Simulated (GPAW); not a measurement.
Runs of GPAW 26.7.0 on WS2 (Tungstenite). The structure is hexagonal, space group P6_3/mmc (No. 194). Conventional cell: a = 3.180 Å, b = 3.180 Å, c = 12.500 Å, α = 90.00°, β = 90.00°, γ = 120.00°. W (site symmetry -6m2) has 6 S at 2.41 Å as nearest neighbours. S (site symmetry 3m) is surrounded by 3 W at 2.41 Å. 

```tsv
task	level	potentials or basis	spin	cell	k mesh	band path	band points	spin axis theta (degrees)	spin axis phi (degrees)	ranks	gap on the mesh (eV)	pressure (GPa)	largest force (eV/Å)
band structure	PBEsol	PAW data sets generated in the run's folder for this functional, pw	SOC, no magnetisation	as given	6 × 6 × 2	GMKGALHA,LM,KH	100	0	0	-	0.96	-2.8	0.14
single point	PBEsol	PAW data sets generated in the run's folder for this functional, pw	off	atoms moved at random, drawn with an rms of 0.05 Å	10 × 10 × 3	-	-	-	-	4	1.06	0.2	1.35
band structure	M06-L	GPAW PAW data sets (gpaw-data 1.2.1), pw	SOC, no magnetisation	as given	6 × 6 × 2	GMKGALHA,LM,KH	80	54.7	45	-	(a)	(b)	0.29
relaxation of cell and atoms	BP86+D4	PAW data sets generated in the run's folder for this functional, pw	off	relaxed	6 × 6 × 2	-	-	-	-	-	0.70	-0.1	-
```

Alike in all rows: cutoff (eV) 600; smearing fermi-dirac 0.05 eV.

Problem. Fill in the values left out.

Solution. (a) 1.03; (b) -2.1.

Caveats: spin-orbit coupling was added after a scalar SCF, so levels and gaps hold it while energy, forces, pressure and moments don't (some runs); this program's spin-orbit splittings come out too wide for heavy elements (some runs); spin-orbit coupling is left out, which moves the levels of the heavy elements (some runs); this functional lacks dispersion, which binds the layers, so the pressure and a relaxed spacing across them are unreliable (some runs); an odd mesh through Γ misses points on the zone boundary, where band edges often lie (some runs); the PAW data sets were made with another functional, which shifts forces and pressure a little (some runs); later steps reuse the first step's grids (some runs).

A k mesh can miss the band edges, and rows without SOC leave out spin-orbit coupling on W.

Runs at the PBE level aren't shown here.
